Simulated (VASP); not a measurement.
Here is a VASP 6.6.1 calculation.

INCAR

```
PREC     = Accurate       # precision mode
ENCUT    = 600            # plane-wave cutoff, eV
EDIFF    = 1E-7           # SCF threshold, eV
ISMEAR   = 0              # smearing method
SIGMA    = 0.03           # smearing width, eV
LREAL    = F              # projectors in reciprocal space
LASPH    = T              # aspherical terms in the spheres
NELM     = 80             # most SCF steps
ALGO     = Normal         # electronic algorithm
ISIF     = 3              # what is computed and relaxed
LWAVE    = F              # write WAVECAR
LCHARG   = F              # write CHGCAR
IBRION   = 2              # ionic algorithm
NSW      = 90             # ionic steps
EDIFFG   = -0.005         # ionic threshold
```

The input KPOINTS:

```
regular mesh
0
Gamma
  10 10 10
```

Contents of POSCAR:

```
InAs                                    
1.0
    0.0000000000      3.0160780147      3.0160780147
    3.0160780147      0.0000000000      3.0160780147
    3.0160780147      3.0160780147     -0.0000000000
  In              As            
     1     1
Direct
     0.0000000000000000    0.0000000000000000    0.0000000000000000
     0.2500000000000000    0.2500000000000000    0.2500000000000000
```

Potentials or basis: VASP PAW LDA potentials, release 64 (In_d, As).

Run with:

```bash
$ cat potpaw_LDA.64/In_d/POTCAR potpaw_LDA.64/As/POTCAR > POTCAR
$ mpirun -np 1 vasp_std > vasp.out
```

(1) What does it give for the band gap on the k mesh?

## Answers

(1) none (metal or under the smearing width).

Caveat: the relaxation stopped at its first step, so nothing moved; this crystal is a semiconductor, whose small gap the functional closes, so the metal is an error of the method.
